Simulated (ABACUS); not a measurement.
Crystal: Ti.

```
CELL_PARAMETERS angstrom
2.87085 0.00000 0.00000
1.43543 2.48623 0.00000
1.43543 0.82874 2.34404
ATOMIC_POSITIONS crystal
Ti 0.00000 0.00000 0.00000
```

This isn't the form of Ti at room conditions, which is hcp.

Base run:

```yaml
Program: ABACUS 3.10.1
Functional: PBE
Dispersion: D2
Potentials_or_basis: PseudoDojo NC SR 0.4.1 PBE standard
Cutoff: 1143 eV
Density_cutoff: 4572 eV
Basis: plane waves
k_mesh: 11 × 11 × 11
Occupations: fermi-dirac, width 0.05 eV
Spin: no spin polarisation
```

Its results: band gap on the k mesh none (metal or under the smearing width); pressure 5.2 GPa.

Q: After a change of settings the same cell gave: band gap on the k mesh none (metal or under the smearing width); pressure 4.3 GPa. Which change was it?
A. dispersion from D2 to none
B. dispersion from D2 to D3(BJ)
C. dispersion from D2 to D3

A: A.

Caveats: pairwise dispersion overbinds metals, which lowers pressure and volume (some runs).
